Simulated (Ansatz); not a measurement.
A generator proposed this cell of SnO.

```cif
data_structure
_symmetry_space_group_name_H-M 'F-43m'
_symmetry_Int_Tables_number 216
_cell_length_a 5.1466
_cell_length_b 5.1466
_cell_length_c 5.1466
_cell_angle_alpha 90.000
_cell_angle_beta 90.000
_cell_angle_gamma 90.000
_cell_volume 136.32
loop_
_atom_site_label
_atom_site_type_symbol
_atom_site_symmetry_multiplicity
_atom_site_Wyckoff_symbol
_atom_site_fract_x
_atom_site_fract_y
_atom_site_fract_z
_atom_site_occupancy
Sn1 Sn 4 c 0.25000 0.25000 0.25000 1
O1 O 4 a 0.00000 0.00000 0.00000 1
```

All numbers below come from DFT PBE, scalar-relativistic, plane waves, PAW in Ansatz 0.2.0. Plane waves to 420 eV, a k mesh through Γ of 6×6×6 on the computed 2-atom cell and Gaussian smearing (0.10 eV); no spin polarisation.

Formation energies are uncorrected and refer to the elements' standard structures at the same level (O₂ as a molecule). The references include grey tin.

Question: How far from equilibrium is it?

Answer: The pressure is 15.5 GPa (it wants to expand), the largest force is 0.00 eV/Å (symmetry fixes the atoms), and the energy is −0.64 eV/atom against the elements. The shortest distance is 2.23 Å.

Question: How much does it gain on relaxing, and where does it end?

Answer: Relaxing gains about 0.16 eV/atom (the start's value is from the coarse mesh, so the gain is rough) in 9 ionic steps and ends at −0.80 eV/atom on the finer mesh. The symmetry stays F-43m (No. 216). The end has the zinc blende type. The volume per atom grows by 20.6 %, from 17.0 to 20.6 Å³. The shortest distance goes from 2.23 Å (Sn–O) to 2.37 Å (Sn–O). Conventional cell: a = 5.479 Å. Around Sn lie 4 O at 2.37 Å; around O lie 4 Sn at 2.37 Å.

The last run used an 18×18×18 mesh for its 2-atom cell and Gaussian smearing of 0.10 eV. The relaxation can't lower the symmetry of the start. A structure relaxed within its symmetry needn't be a true minimum.
